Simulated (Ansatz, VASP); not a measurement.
**WSe2 (2H-WSe2, 1 layer) in two plane-wave programs**

Aim: how closely do two programs agree when they are given the same cell, functional and k mesh? The structure shown is the start of the Ansatz relaxation below; VASP solves that cell, so the two are compared at the walk's first step.

Main program and level: Ansatz 0.2.0; plane waves, with VASP 6.6.1 beside it; single point at PBE.

### Step 1. The starting structure

The cell holds 3 atoms: 2 Se and 1 W. Cell: a = 3.320 Å, b = 3.320 Å, c = 20.740 Å, α = 90.0°, β = 90.0°, γ = 120.0°. Vacuum lies along c.

### Step 2. Ansatz: relaxation, PBE

Ansatz runs on its default PAW (the set named soft_2) files.

The two programs are compared at the cell with which this relaxation starts, whose forces are those of its first step.

The input, input.yaml:

```yaml
crystal:
  lattice:
    - [3.32, 0.0, 0.0]
    - [-1.66, 2.8752043406, 0.0]
    - [0.0, 0.0, 20.7403479339]
  atoms:
    - { symbol: Se, position: [0.3333333333, 0.6666666667, 0.4098291903] }
    - { symbol: W, position: [0.0, 0.0, 0.5] }
    - { symbol: Se, position: [0.3333333333, 0.6666666667, 0.5901708097] }
kpoints:
  mp_grid: { grid: [12, 12, 1] }
hamiltonian:
  xc: pbe
scf:
  occupations: { method: fermi_dirac, width: 0.05 }
  convergence: { dr2_threshold: 1.0e-08 }
efield:
  axis: 3
  dipole_correction: true
  ramp_position: 0.97
  ramp_width: 0.04
relax:
  f_tol: 0.01
  cell: { fix: [c, alpha, beta] }
output:
  write_potential: true
  write_density: true
  volumetric_format: npy
```

Started as:

```bash
ansatz run input.yaml --threads 8 --pin off --max-ram 16384MiB --backend cpu --events-out ev --progress --plain --runs-dir out
```

Numbers of over 12 decimals in the logs are rounded to 6 here.

The program printed:

```text
Warning: relax.cell: scf.convergence.dr2_threshold = 1e-8 eV is looser than the 3e-10 eV advised for a relaxation that steers and ends on the stress (1e-10 eV for each atom of the cell: 3). What an SCF threshold leaves in a stress goes as its square root, and in the free energy as the threshold itself, and one threshold admits the most on a small cell: [figures from the program's tests cut] Set scf.convergence.dr2_threshold to 3e-10 eV or tighter. The threshold is an SCF's pass mark: one that does not reach it within its budget of iterations ends unconverged, or closes short of it on a stop that the run arms, and scf.convergence.dr2_threshold's page says what that costs each kind of run
Engine: ansatz 0.2.0, aarch64-unknown-linux-gnu
Pseudopotentials: kind: paw
Pseudopotential: Se, paw, valence charge 16, recommended cutoff 420 eV (normal), Se.paw.azcp
Pseudopotential: W, paw, valence charge 14, recommended cutoff 420 eV (normal), W.paw.azcp
Functional definition: PBE
  parameter kappa = 0.804
  parameter beta = 0.066725
  exchange = pbe_x(kappa = kappa, mu = beta*pi^2/3)
  correlation = pbe_c(beta = beta)
Crystal: 3 atoms, lattice volume = 197.981 Å³
Basis set: ecut = 420 eV, 3921 PW (Γ), exchange–correlation on 48×48×288 points (8 copies of the dense FFT grid, shifted against one another)
Bands: 28, of which v1, the nominal top of the filled ones, is band 23 counted from 1 (22 counted from 0)
Symmetry: 6 space group operations
k-points: 19 of 144 (time reversal used)
Non-local potential: Se, projectors of the file, l = 0: 2, l = 1: 2, l = 2: 3, l = 3: 1
Non-local potential: W, projectors of the file, l = 0: 3, l = 1: 2, l = 2: 2, l = 3: 1
PAW form: soft (Blöchl's): semilocal exchange-correlation on the pseudo side does not see the compensation charge
PAW one-centre angular grid: Se, 590 points (default); XC on 64 Gauss nodes
PAW one-centre angular grid: W, 590 points (default); XC on 64 Gauss nodes
Initial density: superposition of atomic densities (neutral atoms: chi_scale 0, normalization atom), corrected by the library's trained network
Initial wavefunctions: pseudopotential atomic-orbital guess
Functional: x = pbe(κ = 0.804, μ = 0.219515), c = pbe(β = 0.066725)
SCF iter   1: F=—  HF=-21324.127525 eV  |F-HF|=—  |Δ(HF+E_count)|=         —  Δρ=3.00e-3  dr2=1.79e-2  ethr=1.77e-3  p=-0.000 e·Å  D=-1.21e-5 V/Å  ΔV_dip=0.00 eV  dr2_dipole=8.77e-10  V_vac-E_F(+/−)=4.46/4.46 eV  ⟨swp⟩=7.9  Hψ=2467  notcnv=0
efield: sawtooth ramp at fractional position 0.9700 (set: `efield.ramp_position`, or a place that a band, a saddle search or an elastic batch's reference lends), width 0.0400; the density the first Hamiltonian is built on has a dipole p = -0.000 e·Å; the dipole correction subtracts the counter field D = -1.21e-5 V/Å, which shifts the + side's vacuum level by +0.00 eV against the − side's; the planar-averaged density in the ramp window peaks in size at 9.6e-6 e/Å³
preconditioner: auto → none  [insulator: Δε(μ)=1.081 eV  Ē_g=7.983 eV  σ=0.050 eV  W_gap=1.00  n_scr=14 (ndim 8)  ℏωp=11.2 eV  f_vac=0.653  D(μ)=0.00/eV (n_scr^D=0)  ε∞_Penn≈3.0]
SCF iter   2: F=—  HF=-21324.145186 eV  |F-HF|=—  |Δ(HF+E_count)|=   1.77e-2  Δρ=4.05e-3  dr2=1.33e-1  ethr=3.90e-5  p=0.000 e·Å  D=7.93e-6 V/Å  ΔV_dip=-0.00 eV  dr2_dipole=2.37e-7  V_vac-E_F(+/−)=4.62/4.62 eV  ⟨swp⟩=2.5  Hψ=1000  notcnv=0  defer=6
SCF iter   3: F=—  HF=-21324.131953 eV  |F-HF|=—  |Δ(HF+E_count)|=   1.32e-2  Δρ=1.44e-3  dr2=7.26e-3  ethr=3.90e-5  p=-0.000 e·Å  D=-8.54e-5 V/Å  ΔV_dip=0.00 eV  dr2_dipole=3.78e-7  V_vac-E_F(+/−)=4.38/4.38 eV  ⟨swp⟩=2.2  Hψ=754  notcnv=0  defer=6
SCF iter   4: F=—  HF=-21324.132839 eV  |F-HF|=—  |Δ(HF+E_count)|=   8.87e-4  Δρ=3.31e-4  dr2=1.58e-4  ethr=1.58e-5  p=0.000 e·Å  D=4.07e-4 V/Å  ΔV_dip=-0.01 eV  dr2_dipole=1.64e-5  V_vac-E_F(+/−)=4.39/4.40 eV  ⟨swp⟩=2.0  Hψ=638  notcnv=0  defer=6
SCF iter   5: F=—  HF=-21324.133126 eV  |F-HF|=—  |Δ(HF+E_count)|=   2.86e-4  Δρ=2.67e-4  dr2=1.72e-3  ethr=3.44e-7  p=-0.002 e·Å  D=-2.23e-3 V/Å  ΔV_dip=0.05 eV  dr2_dipole=5.48e-4  V_vac-E_F(+/−)=4.41/4.37 eV  ⟨swp⟩=3.0  Hψ=808  notcnv=0  defer=6
SCF iter   6: F=—  HF=-21324.132972 eV  |F-HF|=—  |Δ(HF+E_count)|=   1.54e-4  Δρ=4.26e-5  dr2=2.98e-6  ethr=3.44e-7  p=0.000 e·Å  D=4.17e-5 V/Å  ΔV_dip=-0.00 eV  dr2_dipole=2.26e-7  V_vac-E_F(+/−)=4.39/4.39 eV  ⟨swp⟩=2.0  Hψ=628  notcnv=0  defer=6
SCF iter   7: F=—  HF=-21324.132921 eV  |F-HF|=—  |Δ(HF+E_count)|=   5.06e-5  Δρ=6.66e-6  dr2=8.67e-8  ethr=6.48e-9  p=0.000 e·Å  D=4.81e-6 V/Å  ΔV_dip=-0.00 eV  dr2_dipole=1.06e-9  V_vac-E_F(+/−)=4.39/4.39 eV  ⟨swp⟩=2.9  Hψ=965  notcnv=0  defer=6
[...]
SCF 4 converged in 7 iterations: F = -21324.659134 eV  dr2 = 5.04e-9
relax step   4: F+E_penalty+E_count = -21324.65913409 eV  Δ(F+E_penalty+E_count) = -6.621e-4 eV  max|allowed force component| = 4.814e-3 eV/Å  Δτ_max = 0.0009 Å  P = -0.006 GPa  Ω = 197.982 Å³  energy of the carried Pulay correction = -4.547e-8 eV  fix = [c, alpha, beta]  reactions: c -0.015 GPa  (7 SCF iters, accepted)
Initial wavefunctions: pseudopotential atomic-orbital guess (no wavefunctions were taken with the density)
iter 1 solved again at ethr=8.38e-8 eV; its pass at ethr=3.10e-3 eV (dr2=3.85e-5 eV) is discarded
SCF iter   1: F=—  HF=-21324.659146 eV  |F-HF|=—  |Δ(HF+E_count)|=         —  Δρ=1.79e-6  dr2=4.89e-9  ethr=8.38e-8  p=-0.000 e·Å  D=-1.90e-6 V/Å  ΔV_dip=0.00 eV  dr2_dipole=6.70e-10  V_vac-E_F(+/−)=4.32/4.32 eV  ⟨swp⟩=5.1  Hψ=4258  notcnv=0
efield: sawtooth ramp at fractional position 0.9700 (set: `efield.ramp_position`, or a place that a band, a saddle search or an elastic batch's reference lends), width 0.0400; the density the first Hamiltonian is built on has a dipole p = -0.000 e·Å; the dipole correction subtracts the counter field D = -1.90e-6 V/Å, which shifts the + side's vacuum level by +0.00 eV against the − side's; the planar-averaged density in the ramp window peaks in size at 1.3e-5 e/Å³
eigensolver tolerance schedule: the retry pair's looser diagonalisation over-reported the residual by 7876.76 of it (diagonalisation noise at 0.27 of the residual, at the tolerance the schedule requests for it); recorded, not acted on — ethr = c·dr2/N_el stays at c = 1.0e-1
preconditioner: auto → none  [insulator: Δε(μ)=1.552 eV  Ē_g=8.702 eV  σ=0.050 eV  W_gap=1.00  n_scr=14 (ndim 8)  ℏωp=11.2 eV  f_vac=0.673  D(μ)=0.00/eV (n_scr^D=0)  ε∞_Penn≈2.7]
SCF iter   2: F=—  HF=-21324.659134 eV  |F-HF|=—  |Δ(HF+E_count)|=   1.18e-5  Δρ=1.67e-6  dr2=4.92e-8  ethr=1.06e-11  p=-0.000 e·Å  D=-1.94e-5 V/Å  ΔV_dip=0.00 eV  dr2_dipole=1.40e-8  V_vac-E_F(+/−)=4.32/4.32 eV  ⟨swp⟩=15.5  Hψ=4547  notcnv=0
SCF iter   3: F=—  HF=-21324.659134 eV  |F-HF|=—  |Δ(HF+E_count)|=   4.13e-9  Δρ=1.05e-6  dr2=1.27e-8  ethr=1.06e-11  p=0.000 e·Å  D=2.17e-6 V/Å  ΔV_dip=-0.00 eV  dr2_dipole=3.53e-9  V_vac-E_F(+/−)=4.32/4.32 eV  ⟨swp⟩=2.8  Hψ=741  notcnv=0
SCF iter   4: F=-21324.659134 eV  HF=-21324.659134 eV  |F-HF|=1.56e-9  |Δ(HF+E_count)|=  9.39e-10  Δρ=4.21e-7  dr2=1.65e-9  ethr=1.06e-11  p=-0.000 e·Å  D=-3.74e-6 V/Å  ΔV_dip=0.00 eV  dr2_dipole=1.21e-10  V_vac-E_F(+/−)=4.32/4.32 eV  ⟨swp⟩=7.4  Hψ=3174  notcnv=0
SCF 5 converged in 4 iterations: F = -21324.659134 eV  dr2 = 1.65e-9
relax step   5: F+E_penalty+E_count = -21324.65913409 eV  Δ(F+E_penalty+E_count) = -1.790e-9 eV  max|allowed force component| = 4.829e-3 eV/Å  Δτ_max = 0.0000 Å  P = -0.005 GPa  Ω = 197.982 Å³  fix = [c, alpha, beta]  reactions: c -0.013 GPa  stress off target by 9.92e-4 GPa on what of the cell is left free  SCF on the basis re-selected at this cell (its energy is not comparable with the rows above)  (4 SCF iters)
basis re-selected at this cell: Δ(F+E_penalty+E_count) = -1.790e-9 eV, ΔP = +0.001 GPa vs the last step (what re-selecting the basis moved, of the pressure what is left beyond the Pulay correction that the steps carried, after the strain that the cell walked since its last selection, with what the two solves' SCF thresholds leave and, on support functions, any second-order correction that the steps lacked; it is no m [...]
WARN: The output density's exchange-correlation potential varies sharply where the density is thin. Do not read a vacuum level from v_tot or v_xc, or from such a field of the output density. On a cell that repeats whose density bears no net charge and no dipole along the vacuum's axis use v_es (v_loc + v_h of the components); under efield.dipole_correction with no amplitude use v_es + v_field, which holds any externa [...]
SCF converged after 4 iterations
Free energy (F): -21324.659134 eV
Harris-Foulkes:  -21324.659134 eV  (|F-HF|=1.56e-9)
Internal energy: -21324.659134 eV  (E = F + TS)
E sigma→0 (E₀):  -21324.659134 eV
Entropy (-TS):   -0.000000 eV (-0.000 meV/atom)
Fermi energy:    1.131905 eV
Dipole field:    D = -0.000019 V/Å  (p = -0.000020 e·Å, saw-weighted, corrected)
Work function:   Φ+ = 4.3198 eV   Φ− = 4.3194 eV
Levels:          The Fermi level and band energies are counted from a zero that moves with the ramp; work functions are not
--- Per-component energies (eV) ---
  E_band       = -1405.479683
  E_kinetic    = 687.590631
  E_local      = -44505.117541  (includes V_loc(G=0)·N_el)
  E_nonlocal   = -1189.875220
  E_hartree    = 21862.759545
  E_xc         = -475.605165
  E_vxc        = -435.513455  (∫ρ·V_xc dr)
  E_paw        = -12385.597697  (= ΣΔE_a)
  E_vpaw       = 311.913653  (= ΣTr[D̂ρ^β])
  E_aug_tail   = -0.001241  (compensation charges beyond the density's cutoff)
  E_efield     = 0.000000  (sawtooth field / dipole correction)
  E_vefield    = 0.000177  (∫n·V_field dr)
  E_ewald      = 14681.187554
  E_smearing   = -0.000000  (= −TS)
  E_closure    = -0.000000  (closes the sum)
  Σ components = -21324.659134   (vs F -21324.659134, Δ=0.00e0)
--- Forces (eV/Å), atoms counted from 1 ---
  atom   1  Se     0.00000000    -0.00000000     0.00482540
  atom   2  W      0.00000000     0.00000000     0.00000694
  atom   3  Se     0.00000000    -0.00000000    -0.00482675
  max |Σ_I F_I| component: 5.60e-6 eV/Å
--- Stress (GPa, compression-positive) ---
       -0.000992       0.000000       0.000000
       -0.000000      -0.000992      -0.000000
        0.000000      -0.000000      -0.013206
  P = ⅓ Tr σ = -0.0051 GPa (-0.051 kbar)
--- Band table (eV; the first three rows and the last of 19) ---
  k-point 0: bands = [... 19 lower, -1.7887, -0.8711, -0.8711, 0.0367, 3.2583, 3.2583, 3.4210, 3.4210, ... 1 higher]
  k-point 1: bands = [... 19 lower, -1.8770, -1.0430, -0.8274, 0.0032, 2.9909, 3.0258, 3.2906, 3.4354, ... 1 higher]
  k-point 2: bands = [... 19 lower, -1.6070, -1.4460, -0.9612, -0.1768, 2.4426, 2.8444, 2.9954, 3.8334, ... 1 higher]
  k-point 18: bands = [... 19 lower, -3.3627, -2.8934, -1.9713, 0.3604, 1.9121, 3.1831, 3.8077, 5.2059, ... 1 higher]
--- Relaxed structure (4 steps of the walk, 4 accepted, 1 SCFs on fresh bases) ---
  F+E_penalty+E_count = -21324.65913409 eV   max|allowed force component| = 4.829e-3 eV/Å   (the final SCF, on the basis selected at the relaxed cell)
  cell:  # Å, volume = 197.9817 Å³
    - [3.320008, 0, 0]
    - [-1.660004, 2.875211, 0]
    - [0, 0, 20.7403479339]
  atoms:
    - { symbol: Se, position: [0.333333, 0.666667, 0.419064] }
    - { symbol: W, position: [0, -2.8783559898885975e-17, 0.500000] }
    - { symbol: Se, position: [0.333333, 0.666667, 0.580936] }
```

The column dr2 measures how far the density is from self-consistency, as an energy; F and HF (Harris–Foulkes) agree once it is small.

### Step 3. VASP: single point, PBE, start cell

The same cell, functional, mesh and smearing now go to VASP, with its own data sets.

Lines of VASP's logs that name or quote its potential files are left out, and so is its time.

The input, INCAR:

```
SYSTEM = WSe2
PREC = Accurate
ENCUT = 520
EDIFF = 1E-06
NELM = 120
ISMEAR = -1
SIGMA = 0.05
LREAL = .FALSE.
ALGO = Normal
GGA = PE
NBANDS = 15
LASPH = .TRUE.
LORBIT = 11
LWAVE = .FALSE.
LCHARG = .FALSE.
ISIF = 2
LDIPOL = .TRUE.
IDIPOL = 3
DIPOL = 0.5 0.5 0.5
LVHAR = .TRUE.
GGA_COMPAT = .FALSE.
EFERMI = MIDGAP
NELMDL = -8
KPAR = 2
```

The input, POSCAR:

```
WSe2
1.0
    3.3200000000      0.0000000000      0.0000000000
   -1.6600000000      2.8752040000      0.0000000000
    0.0000000000      0.0000000000     20.7403480000
Se W
2 1
Direct
    0.3333333913      0.6666667826      0.4098291890
    0.3333333913      0.6666667826      0.5901708110
    0.0000000000      0.0000000000      0.5000000000
```

The input, KPOINTS:

```
Automatic mesh
0
Gamma
12 12 1
0 0 0
```

The projector-augmented-wave data sets are Se and W (PBE family, release 64).

Started as:

```bash
mpirun -np 2 vasp_std
```

The program printed:

```text
[banner, memory and clock lines left out]
running    2 mpi-ranks, on    1 nodes
 distrk:  each k-point on    1 cores,    2 groups
 distr:  one band on    1 cores,    1 groups

 POSCAR found type information on POSCAR SeW
 POSCAR found :  2 types and       3 ions
 LDA part: xc-table for (Slater+PW92), standard interpolation
 POSCAR, INCAR and KPOINTS ok, starting setup
 FFT: planning ... GRIDC
 FFT: planning ... GRID_SOFT
 FFT: planning ... GRID
 WAVECAR not read
 entering main loop
       N       E                     dE             d eps       ncg     rms          rms(c)
DAV:   1     0.116668388151E+03    0.11667E+03   -0.61259E+03   570   0.889E+02
DAV:   2    -0.892159201329E+01   -0.12559E+03   -0.11624E+03   892   0.164E+02
DAV:   3    -0.222134626317E+02   -0.13292E+02   -0.13122E+02   801   0.628E+01
DAV:   4    -0.224768285468E+02   -0.26337E+00   -0.26276E+00   703   0.108E+01
DAV:   5    -0.224819361080E+02   -0.51076E-02   -0.51062E-02   795   0.138E+00
DAV:   6    -0.224820871179E+02   -0.15101E-03   -0.15101E-03   739   0.241E-01
DAV:   7    -0.224820925223E+02   -0.54044E-05   -0.54043E-05   817   0.398E-02
DAV:   8    -0.224820927873E+02   -0.26495E-06   -0.26498E-06   680   0.789E-03    0.168E+01
DAV:   9    -0.216199031911E+02    0.86219E+00   -0.37708E+00   838   0.139E+01    0.570E+00
DAV:  10    -0.214425702961E+02    0.17733E+00   -0.36507E+00   753   0.129E+01    0.544E+00
DAV:  11    -0.211268774359E+02    0.31569E+00   -0.49463E-01   710   0.557E+00    0.550E-01
DAV:  12    -0.211283224378E+02   -0.14450E-02   -0.71388E-02   766   0.167E+00    0.245E-01
DAV:  13    -0.211262699665E+02    0.20525E-02   -0.19165E-03   794   0.308E-01    0.151E-01
DAV:  14    -0.211251640802E+02    0.11059E-02   -0.10989E-03   780   0.182E-01    0.451E-02
[...]
DAV:  19    -0.211255175257E+02   -0.82699E-04   -0.72004E-06   668   0.137E-02    0.355E-03
DAV:  20    -0.211255333090E+02   -0.15783E-04   -0.81777E-07   619   0.546E-03    0.278E-03
DAV:  21    -0.211255428364E+02   -0.95274E-05   -0.11676E-06   585   0.375E-03    0.121E-03
DAV:  22    -0.211255452408E+02   -0.24044E-05   -0.12887E-07   621   0.167E-03    0.550E-04
DAV:  23    -0.211255528722E+02   -0.76314E-05   -0.32681E-07   511   0.174E-03    0.563E-04
DAV:  24    -0.211255552731E+02   -0.24009E-05   -0.68718E-08   558   0.836E-04    0.178E-04
DAV:  25    -0.211255563639E+02   -0.10908E-05   -0.35935E-08   474   0.620E-04    0.171E-04
DAV:  26    -0.211255565437E+02   -0.17981E-06   -0.70781E-09   509   0.289E-04
   1 F= -.21125557E+02 E0= -.21125556E+02  d E =-.142422E-05
```

(Part 1 of 2 ends here.)

[Lines on the potential files, build, host, timing and source positions are cut from VASP's logs without a mark.]

[Logs are printed without paths, hosts, clocks, repeated set-up lines and the standing remarks that a program may print on its own settings, such as how far it seeks lower states.]

[Hosts, paths, dates, database ids (printed as entryN), source tags and the programs' standing remarks are cut or masked in the printed files.]
